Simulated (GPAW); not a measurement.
A run of GPAW 26.7.0 is set up as follows.

run.py

```python
from ase import Atoms
from ase.dft.bandgap import bandgap
from ase.io import write
from gpaw import GPAW, PW

atoms = Atoms(['Cd', 'Cd', 'Se', 'Se'],
              cell=[[4.3, 0.0, 0.0],
                    [-2.15, 3.7239092363, 0.0],
                    [0.0, 0.0, 7.02]],
              scaled_positions=[[0.6666666667, 0.3333333333, 0.5],
                                [0.3333333333, 0.6666666667, 0.0],
                                [0.6666666667, 0.3333333333, 0.885],
                                [0.3333333333, 0.6666666667, 0.385]],
              pbc=True)

calc = GPAW(mode=PW(600),
            xc='TB09',
            kpts={'size': (6, 6, 4), 'gamma': True},
            occupations={'name': 'fermi-dirac', 'width': 0.05},
            nbands=31,
            convergence={'density': 1e-05, 'energy': 1e-05},
            eigensolver='cg',
            maxiter=150,
            txt='gpaw.txt')
atoms.calc = calc
energy = atoms.get_potential_energy()
calc.write('gs.gpw')
write('result.traj', atoms)
print('Fermi level:', round(calc.get_fermi_level(), 4), 'eV')
print(f'Gap: {bandgap(calc)[0]:.4f} eV, direct: {bandgap(calc, direct=True)[0]:.4f} eV')
```

Potentials or basis: GPAW PAW data sets for LDA (gpaw-data 1.2.1), pw.

Run with:

```sh
$ OMP_NUM_THREADS=1 python run.py
```

What does it give for the band gap on the k mesh?

2.02 eV, direct.

Caveat: a model potential gives levels but no total energy.

**The experiment to reproduce.**

A printed reference work, data compilation reports, for a bulk crystal of CdSe at 2 K: band gap 1.841 eV.

Measured gap of CdSe: 1.841 eV (2 K; a printed reference work, data compilation). This calculation gives 2.02 eV (+0.18 eV). Spin-orbit coupling on Cd, Se is left out. The value is that of TB-mBJ, without temperature or zero-point motion.
